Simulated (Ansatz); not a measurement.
BeO (wurtzite)

```yaml
crystal:
  lattice:
    - [2.71181, 0.00000, 0.00000]
    - [-1.35591, 2.34850, 0.00000]
    - [0.00000, 0.00000, 4.40456]
  atoms:
    - { symbol: Be, position: [0.66667, 0.33333, 0.00149] }
    - { symbol: Be, position: [0.33333, 0.66667, 0.50149] }
    - { symbol: O, position: [0.66667, 0.33333, 0.62371] }
    - { symbol: O, position: [0.33333, 0.66667, 0.12371] }
```

The slice is a (1 -1 0 0) plane (indices of the conventional cell) through the point (0.667, 0.333, 0.624) (fractional), spanned by u = [110] and v = [001] in vectors of this cell: u (2.71 Å) and v (4.40 Å, at 90° to u). It covers one period; positions are fractions (u, v).

Level of theory: PBE (plane waves to 420 eV, PAW, scalar-relativistic; Ansatz, a first-principles code). k mesh 14×14×8. Inside the PAW spheres the values are not all-electron values, and peaks at nuclei hang on which shells count as valence. BeO was relaxed with its symmetry unable to fall.

Problem. What is the valence density on the shortest Be–O line in this plane (1.66 Å), at its midpoint?

Solution. 0.90 e/Å³.

Problem. The ELF has a maximum in the middle third of the Be–O line. Where, and how high?

Solution. 0.88, 0.9 Å from Be.

Problem. Sketch the electrostatic potential energy of an electron, from the cell's mean on this plane as a map.

Solution. 
```
|xxxxxxxx0044332222334400xxxxxx|
|xxxxxxxx4433220000223344xxxxxx|
|xxxxxx33443311000011334433xxxx|
|002277665544220000224455667722|
|999988887755332222335577888899|
|999999998866554444556688999999|
|999999999988777777778899999999|
|999999999999888888889999999999|
|667777889999888888889999887777|
|333355668888888888888888665533|
|000000335577777777777755330000|
|xxxxxx00335566555566553300xxxx|
|xxxxxxxx0044666666664400xxxxxx|
|xxxxxxxx0033667777663300xxxxxx|
|xxxxxxxx0033667777663300xxxxxx|
|xxxxxxxx0044778888774400xxxxxx|
|xxxxxxxx0055779999775500xxxxxx|
|xxxxxx00336688999988663300xxxx|
|000011446688999999998866441100|
|000033667799999999999977663300|
|xxxxxx44779999999999997744xxxx|
|xxxxxxxx6688888888888866xxxxxx|
|xxxxxxxx1177777777777711xxxxxx|
|xxxxxxxx0055555555555500xxxxxx|
```
Scale: ten equal steps from 0.00 (start of '0') to 8.47 (end of '9'), in the order '0123456789'. Values: electrostatic potential energy of an electron, from the cell's mean, in eV. The map has 15 points along u (two characters each, u = 0 at the left) and 24 along v (v = 0 in the bottom row). Points within 0.7 Å of a nucleus are blanked (x), as the pseudised field means little there. Values under 0 eV are set to 0. The zero, the cell's mean, hangs on the PAW cores.
